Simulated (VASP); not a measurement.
Te:

```
CELL_PARAMETERS angstrom
4.45400 0.00000 0.00000
-2.22700 3.85728 0.00000
0.00000 0.00000 5.92400
ATOMIC_POSITIONS crystal
Te 0.26900 0.00000 0.33333
Te 0.00000 0.26900 0.66667
Te 0.73100 0.73100 0.00000
```

* Program: VASP 6.6.1
* Task: relaxation of cell and atoms
* Functional: LDA
* Potentials or basis: VASP PAW LDA potentials, release 64 (Te)
* Cutoff: 600 eV
* k mesh: 9 × 9 × 6
* Occupations: gaussian, width 0.03 eV
* Spin: no spin polarisation

At the start: pressure -1.8 GPa; volume 33.93 Å³/atom.

Task: Where does the relaxation end?

Result: Over 13 steps the energy falls by 21.1 meV/atom and the volume is 31.33 Å³/atom (-7.6 %); space group P3_121 (No. 152, to 0.05 Å).

The path:
```tsv
step	energy change (eV)	largest force (eV/Å)	pressure (GPa)	volume (Å³)
1	0.0000	0.0862	-1.84	101.78
2	-0.0198	0.3704	1.05	96.14
3	-0.0243	0.2830	0.11	97.77
4	-0.0376	0.2318	0.12	96.87
5	-0.0601	0.0997	0.38	94.15
6	-0.0614	0.0597	0.55	93.20
7	-0.0574	0.0603	-1.03	95.48
8	-0.0630	0.0162	-0.02	93.98
9	-0.0630	0.0170	-0.02	93.96
10	-0.0626	0.0379	0.27	93.58
11	-0.0630	0.0178	0.00	93.95
12	-0.0632	0.0127	0.01	93.97
13	-0.0633	0.0062	0.01	94.00
```

Final structure:
```
Te
1.0
     4.27594    0.00000    0.00000
    -2.13797    3.70307    0.00000
     0.00000    0.00000    5.93642
Te
3
Direct
  0.28690 0.00000 0.33333
  0.00000 0.28690 0.66667
  0.71310 0.71310 0.00000
```
